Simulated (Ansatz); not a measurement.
# CuO (Cccm) in Ansatz: further runs

Aim: see how the results for CuO move with the level of theory and the settings. Levels: PBE, PBEsol, LDA. Tasks: relaxation of cell and atoms.

Program: Ansatz 0.2.0. These are calculated values, not measurements. Logs are shortened: lines on timing, memory, paths and dates and some standing lists are left out, and cuts for length are marked.

### 1 Starting point

The structure is orthorhombic, space group Cccm (No. 66). The conventional cell has a = 3.982 Å, b = 4.307 Å, c = 5.156 Å, α = 90.00°, β = 90.00°, γ = 90.00°. Around Cu (site symmetry 2/m) lie 4 O at 1.95 Å. O (site symmetry 222) is surrounded by 4 Cu at 1.95 Å.

Measurements of this composition are mostly on another form, of space group No. 15.

### 2 Relaxation of cell and atoms, PBE

Contents of input.yaml:

```yaml
crystal:
  lattice:
    - [1.990968, -2.15355, 0.0]
    - [1.990968, 2.15355, 0.0]
    - [0.0, 0.0, 5.155928]
  atoms:
    - { symbol: Cu, position: [0.5, 0.0, 0.0] }
    - { symbol: Cu, position: [0.0, 0.5, 0.5] }
    - { symbol: O, position: [0.5, 0.5, 0.25] }
    - { symbol: O, position: [0.5, 0.5, 0.75] }
kpoints:
  mp_grid: { grid: [7, 7, 4] }
scf:
  occupations: { method: fermi_dirac, width: 0.05 }
hamiltonian:
  xc: pbe
  pseudopotentials: { kind: all_electron, lapw: { basis_error: 0.002 } }
output:
  forces: true
  stress: true
relax:
  f_tol: 0.02
  max_steps: 60
  cell: {}
```

Potentials or basis: all-electron LAPW, scalar-relativistic.

The run is started by

```bash
> ansatz run input.yaml --threads 2 --pin off --max-ram 6144MiB --backend cpu --events-out ev --progress --plain --runs-dir out
```

Output:

```text
Warning: RAYON_NUM_THREADS=2 ignored (pool sized by the plan → 2); use --threads N
The last accepted step is kept in <dir> (removed where the run ends without a failure and the disk answers)
LAPW: plane waves up to 10.661 Å⁻¹, error target 2.0e-3 eV per atom; small_component_spin mean_spin; O in spheres of 0.846 Å, 8 of its electrons in bands, Dirac shells []; Cu in spheres of 1.048 Å, 19 of its electrons in bands, Dirac shells [] (how accurate: hamiltonian.pseudopotentials.lapw.basis_error, Limitations)
Engine: ansatz 0.2.0, aarch64-unknown-linux-gnu
Pseudopotentials: kind: all_electron
Pseudopotential: Cu, LAPW, valence charge 19, lapw/all_electron/scalar/gaussian/Cu, Koelling and Harmon's equation, gaussian nucleus
Pseudopotential: O, LAPW, valence charge 8, lapw/all_electron/scalar/gaussian/O, Koelling and Harmon's equation, gaussian nucleus
Functional definition: PBE
  parameter kappa = 0.804
  parameter beta = 0.06672455060314922
  exchange = pbe_x(kappa = kappa, mu = beta*pi^2/3)
  correlation = pbe_c(beta = beta)
Crystal: 4 atoms, lattice volume = 44.214 Å³
Basis set: ecut = 433.04509456884574 eV, 897 PW (Γ), exchange–correlation at level 2
Bands: 33, of which v1, the nominal top of the filled ones, is band 27 counted from 1 (26 counted from 0)
Symmetry: 8 space group operations
Space group: Cccm (ITA 66), of the structure as read, at distance tolerance 3.5e-5 Å
k-points: 48 of 196
Non-local potential: Cu, projectors of the file, none
Non-local potential: O, projectors of the file, none
Initial density: superposition of atomic densities (chi_scale 0.1, normalization cell, long waves kept (reshape's long-wave potential 0.00 eV rms))
Initial wavefunctions: plane waves of lowest kinetic energy (no species holds an atomic orbital)
Functional: x = pbe(κ = 0.804, μ = 0.2195149727645171), c = pbe(β = 0.06672455060314922)
iter 1 solved again at ethr=2.44e-2 eV; its pass at ethr=1.00e-1 eV (dr2=1.32e1 eV) is discarded
SCF iter   1: F=—  HF=-94168.981978 eV  |F-HF|=—  |Δ(HF+E_count)|=         —  Δρ=1.64e-1  dr2=1.32e1  ethr=2.44e-2  ⟨swp⟩=2.0  Hψ=9974  notcnv=0
preconditioner: auto → LDOS  [metal: Δε(μ)=0.014 eV  Ē_g=11.830 eV  σ=0.050 eV  W_gap=0.07  n_scr=16 (ndim 8)  ℏωp=32.6 eV  f_vac=0.012  D(μ)=5.78/eV (n_scr^D=86)  β→1.0]
SCF iter   2: F=—  HF=-94164.565271 eV  |F-HF|=—  |Δ(HF+E_count)|=    4.42e0  Δρ=9.47e-2  dr2=4.55e0  ethr=2.44e-2  ⟨swp⟩=2.0  Hψ=4754  notcnv=0
SCF iter   3: F=—  HF=-94163.884976 eV  |F-HF|=—  |Δ(HF+E_count)|=   6.80e-1  Δρ=5.75e-2  dr2=1.53e0  ethr=8.43e-3  ⟨swp⟩=2.0  Hψ=4797  notcnv=0
iter 4 solved again at ethr=5.71e-5 eV; its pass at ethr=2.83e-3 eV (dr2=3.08e-2 eV) is discarded
SCF iter   4: F=—  HF=-94162.620422 eV  |F-HF|=—  |Δ(HF+E_count)|=    1.26e0  Δρ=1.25e-2  dr2=3.08e-2  ethr=5.71e-5  ⟨swp⟩=2.0  Hψ=8144  notcnv=0
SCF iter   5: F=—  HF=-94162.698416 eV  |F-HF|=—  |Δ(HF+E_count)|=         —  Δρ=3.09e-3  dr2=2.58e-3  ethr=5.70e-5  ⟨swp⟩=2.1  Hψ=4850  notcnv=0
the basis was enlarged: its passes take 466.1 KiB over the memory plan, 2 of 2 planned eigensolver slots
SCF iter   6: F=—  HF=-94162.702021 eV  |F-HF|=—  |Δ(HF+E_count)|=   3.61e-3  Δρ=2.97e-4  dr2=4.70e-5  ethr=4.77e-6  ⟨swp⟩=2.1  Hψ=4601  notcnv=0
SCF iter   7: F=—  HF=-94162.702025 eV  |F-HF|=—  |Δ(HF+E_count)|=   3.44e-6  Δρ=4.91e-5  dr2=5.11e-7  ethr=8.71e-8  ⟨swp⟩=2.0  Hψ=4593  notcnv=0
SCF iter   8: F=-94162.702025 eV  HF=-94162.702025 eV  |F-HF|=5.33e-8  |Δ(HF+E_count)|=   6.47e-7  Δρ=1.37e-5  dr2=6.95e-8  ethr=9.46e-10  ⟨swp⟩=3.0  Hψ=4823  notcnv=0
SCF 1 converged in 8 iterations: F = -94162.702025 eV  dr2 = 6.95e-8
relax step   1: F+E_penalty+E_count = -94162.70202510 eV  Δ(F+E_penalty+E_count) = +0.000e0 eV  max|allowed force component| = 4.163e-17 eV/Å  Δτ_max = 0.0000 Å  P = +1.415 GPa  Ω = 44.214 Å³  (8 SCF iters, accepted)
[... 51 lines left out ...]
Basis set: ecut = 429.39638296418946 eV, 853 PW (Γ), exchange–correlation at level 2
iter 1 solved again at ethr=5.96e-11 eV; its pass at ethr=1.00e-1 eV (dr2=3.22e-8 eV) is discarded
SCF iter   1: F=—  HF=-94162.710884 eV  |F-HF|=—  |Δ(HF+E_count)|=         —  Δρ=4.91e-5  dr2=3.39e-8  ethr=5.96e-11  ⟨swp⟩=5.4  Hψ=11077  notcnv=0  reapply=2
preconditioner: auto → LDOS  [metal: Δε(μ)=0.045 eV  Ē_g=12.025 eV  σ=0.050 eV  W_gap=0.22  n_scr=16 (ndim 8)  ℏωp=32.4 eV  f_vac=0.079  D(μ)=1.50/eV (n_scr^D=16)  β→1.0]
iter 2 solved again at ethr=3.40e-12 eV; its pass at ethr=5.96e-11 eV (dr2=1.84e-9 eV) is discarded
SCF iter   2: F=-94162.710903 eV  HF=-94162.710903 eV  |F-HF|=1.49e-8  |Δ(HF+E_count)|=   1.91e-5  Δρ=2.11e-6  dr2=1.84e-9  ethr=7.49e-12 (applied; sched 3.40e-12)  ⟨swp⟩=2.0  Hψ=8682  notcnv=0
SCF 6 converged in 2 iterations: F = -94162.710903 eV  dr2 = 1.84e-9
relax step   6: F+E_penalty+E_count = -94162.71090331 eV  Δ(F+E_penalty+E_count) = -3.071e-4 eV  max|allowed force component| = 7.633e-17 eV/Å  Δτ_max = 0.0000 Å  P = -0.011 GPa  Ω = 44.778 Å³  stress off target by 3.94e-2 GPa  SCF on the basis re-selected at this cell (its energy is not comparable with the rows above)  (2 SCF iters)
basis re-selected at this cell: Δ(F+E_penalty+E_count) = -3.071e-4 eV, ΔP = -0.001 GPa vs the last step (what re-selecting the basis moved, after the strain that the cell walked since its last selection, with what the two solves' SCF thresholds leave and, on support functions, any second-order correction that the steps lacked; it is no measure of the basis error at this ecutwfc). This SCF's stress stands 3.94e-2 GPa from its target on what of the cell is left free (relax.cell.stress_tol is 5.00e-2 GPa) and its largest allowed force component is 7.63e-17 eV/Å (relax.f_tol is 2.00e-2 eV/Å): within both
SCF converged after 2 iterations
Free energy (F): -94162.710903 eV
Harris-Foulkes:  -94162.710903 eV  (|F-HF|=1.49e-8)
Internal energy: -94162.697864 eV  (E = F + TS)
E sigma→0 (E₀):  -94162.704384 eV
Entropy (-TS):   -0.013039 eV (-3.260 meV/atom)
Fermi energy:    10.660000 eV
--- Per-component energies (eV) ---
  E_band       = -2921.313804
  E_kinetic    = 95703.862553
  E_xc         = -4142.868067
  E_electrostatic = -185723.692350  (all electrons and nuclei)
  E_smearing   = -0.013039  (= −TS)
  E_closure    = 0.000000  (closes the sum)
  E_atoms      = -94142.871920  (free atoms, spherical and without spin; not in F)
  Σ components = -94162.710903   (vs F -94162.710903, Δ=0.00e0)
  Basis errors (estimates in eV, not in F): energy 8.6e-4 per atom: plane waves 7.8e-4 (4.7e-4 summed), levels above the bands 7.9e-94, relativity 2.8e-7, radial functions 7.8e-5, core shells 1.2e-8; eigenvalues (radial functions only) 7.6e-6; not estimated: angular momenta, meshes, grids; target (lapw.basis_error) 2.0e-3; muffin-tin radii O 0.850 Å, Cu 1.052 Å
--- Forces (eV/Å), atoms counted from 1 ---
  atom   1  Cu     0.00000000     0.00000000     0.00000000
  atom   2  Cu     0.00000000     0.00000000     0.00000000
  atom   3  O      0.00000000     0.00000000    -0.00000000
  atom   4  O     -0.00000000    -0.00000000     0.00000000
  max |Σ_I F_I| component: 1.97e-30 eV/Å
--- Stress (GPa, compression-positive) ---
        0.038687      -0.000000      -0.000000
       -0.000000      -0.033155       0.000000
       -0.000000       0.000000      -0.039394
  P = ⅓ Tr σ = -0.0113 GPa (-0.113 kbar)
--- Relaxed structure (5 steps of the walk, 5 accepted, 1 SCFs on fresh bases) ---
  F+E_penalty+E_count = -94162.71090331 eV   max|allowed force component| = 7.633e-17 eV/Å   (the final SCF, on the basis selected at the relaxed cell)
  cell:  # Å, volume = 44.7784 Å³
    - [2.0792508919033463, -2.0887889713013275, 3.614256686635391e-18]
    - [2.0792508919033463, 2.0887889713013275, -3.614256686635393e-18]
    - [-1.684922334200373e-33, -8.653083164918687e-18, 5.1550957168651195]
  atoms:
    - { symbol: Cu, position: [0.5, -2.7755575615628914e-17, 0.0] }
    - { symbol: Cu, position: [-2.8791233511640274e-17, 0.5, 0.5000000000000001] }
    - { symbol: O, position: [0.49999999999999994, 0.49999999999999994, 0.25000000000000006] }
    - { symbol: O, position: [0.49999999999999994, 0.49999999999999994, 0.7500000000000002] }
```

It took 66 s on 2 threads of Arm Neoverse V1, shared host; peak memory 0.52 GiB.

Results:

- Free energy: -94162.7109 eV
- Relaxed volume: 11.19 Å³/atom
- Relaxed cell: a = 2.947 Å, b = 2.947 Å, c = 5.155 Å, α = 90.00°, β = 90.00°, γ = 90.26°
- Space group after relaxing (to 0.05 Å): P4_2/mmc (No. 131)
- Energy gained by relaxing: 2.2 meV/atom
- Ionic steps: 6
- Pressure after relaxing: 0.0 GPa

Step by step:
| step | energy change (eV) | largest force (eV/Å) | volume (Å³) |
| --- | --- | --- | --- |
| 1 | 0.0000 | 0.0000 | 44.21 |
| 2 | -0.0034 | 0.0000 | 44.48 |
| 3 | -0.0078 | 0.0000 | 44.90 |
| 4 | -0.0085 | 0.0000 | 44.77 |
| 5 | -0.0086 | 0.0000 | 44.78 |
| 6 | -0.0089 | 0.0000 | 44.78 |

Final structure:
```
CELL_PARAMETERS angstrom
2.07925 -2.08879 0.00000
2.07925 2.08879 0.00000
0.00000 0.00000 5.15510
ATOMIC_POSITIONS crystal
Cu 0.50000 0.00000 0.00000
Cu 0.00000 0.50000 0.50000
O 0.50000 0.50000 0.25000
O 0.50000 0.50000 0.75000
```

Caveat: the k mesh is thin for a metal, which can move the energy by tens of meV per atom; the run has no spin polarisation, though such a crystal can be magnetic.

### 3 Relaxation of cell and atoms, PBEsol

input.yaml, as its differences from that of step 2:

```diff
@@ -15,3 +15,3 @@
 hamiltonian:
-  xc: pbe
+  xc: pbesol
   pseudopotentials: { kind: all_electron, lapw: { basis_error: 0.002 } }
```

Potentials or basis: all-electron LAPW, scalar-relativistic.

The run is started by

```bash
> ansatz run input.yaml --threads 2 --pin off --max-ram 6144MiB --backend cpu --events-out ev --progress --plain --runs-dir out
```

It took 61 s on 2 threads of Arm Neoverse V1, shared host; peak memory 0.52 GiB.

Results (log left out):

```
Free energy                            : -94076.7342 eV
Relaxed volume                         : 10.66 Å³/atom
Relaxed cell                           : a = 2.893 Å, b = 2.893 Å, c = 5.095 Å, α = 90.00°, β = 90.00°, γ = 90.38°
Space group after relaxing (to 0.05 Å) : P4_2/mmc (No. 131)
Energy gained by relaxing              : 9.4 meV/atom
Ionic steps                            : 6
Pressure after relaxing                : 0.0 GPa
```

Step by step:
| step | energy change (eV) | largest force (eV/Å) | volume (Å³) |
| --- | --- | --- | --- |
| 1 | 0.0000 | 0.0000 | 44.21 |
| 2 | -0.0244 | 0.0000 | 43.41 |
| 3 | -0.0348 | 0.0000 | 42.50 |
| 4 | -0.0373 | 0.0000 | 42.65 |
| 5 | -0.0373 | 0.0000 | 42.65 |
| 6 | -0.0376 | 0.0000 | 42.65 |

Final structure:
```xyz
4
Lattice="2.0392 -2.0526 0.0000 2.0392 2.0526 0.0000 0.0000 0.0000 5.0946" Properties=species:S:1:pos:R:3 pbc="T T T"
Cu    1.0196   -1.0263    0.0000
Cu    1.0196    1.0263    2.5473
O     2.0392    0.0000    1.2736
O     2.0392    0.0000    3.8209
```

Caveat: the k mesh is thin for a metal, which can move the energy by tens of meV per atom; the run has no spin polarisation, though such a crystal can be magnetic.

### 4 Relaxation of cell and atoms, LDA

input.yaml, as its differences from that of step 3:

```diff
@@ -15,3 +15,3 @@
 hamiltonian:
-  xc: pbesol
+  xc: lda
   pseudopotentials: { kind: all_electron, lapw: { basis_error: 0.002 } }
```

The run is started by

```bash
> ansatz run input.yaml --threads 2 --pin off --max-ram 6144MiB --backend cpu --events-out ev --progress --plain --runs-dir out
```

It took 70 s on 2 threads of Arm Neoverse V1, shared host; peak memory 0.51 GiB.

It converged, with:

```yaml
Free_energy: -93999.7688 eV
Relaxed_volume: 10.28 Å³/atom
Relaxed_cell: a = 2.854 Å, b = 2.854 Å, c = 5.047 Å, α = 90.00°, β = 90.00°, γ = 90.31°
Space_group_after_relaxing_to_0.05_Å: P4_2/mmc (No. 131)
Energy_gained_by_relaxing: 33.1 meV/atom
Ionic_steps: 7
Pressure_after_relaxing: 0.0 GPa
```

The path:
| step | energy change (eV) | largest force (eV/Å) | volume (Å³) |
| --- | --- | --- | --- |
| 1 | 0.0000 | 0.0000 | 44.21 |
| 2 | -0.0949 | 0.0000 | 42.58 |
| 3 | -0.1284 | 0.0000 | 40.80 |
| 4 | -0.1297 | 0.0000 | 41.05 |
| 5 | -0.1320 | 0.0000 | 41.10 |
| 6 | -0.1320 | 0.0000 | 41.11 |
| 7 | -0.1323 | 0.0000 | 41.11 |

Final structure:
```
CELL_PARAMETERS angstrom
2.01271 -2.02348 0.00000
2.01271 2.02348 0.00000
0.00000 0.00000 5.04739
ATOMIC_POSITIONS crystal
Cu 0.50000 0.00000 0.00000
Cu 0.00000 0.50000 0.50000
O 0.50000 0.50000 0.25000
O 0.50000 0.50000 0.75000
```

Caveat: the k mesh is thin for a metal, which can move the energy by tens of meV per atom; the run has no spin polarisation, though such a crystal can be magnetic.

### 5 Summary

| level | pressure (GPa) | relaxed volume (Å³/atom) |
| --- | --- | --- |
| PBE | 0.0 | 11.19 |
| PBEsol | 0.0 | 10.66 |
| LDA | 0.0 | 10.28 |

Alike in all rows: task relaxation of cell and atoms; potentials or basis all-electron LAPW, scalar-relativistic; no spin polarisation; cell relaxed; k mesh 7 × 7 × 4; smearing fermi-dirac 0.05 eV; basis error allowed 0.002 eV/atom.

Caveats: the k mesh is thin for a metal, which can move the energy by tens of meV per atom; the run has no spin polarisation, though such a crystal can be magnetic.

Compare energies only between runs with the same functional and basis.
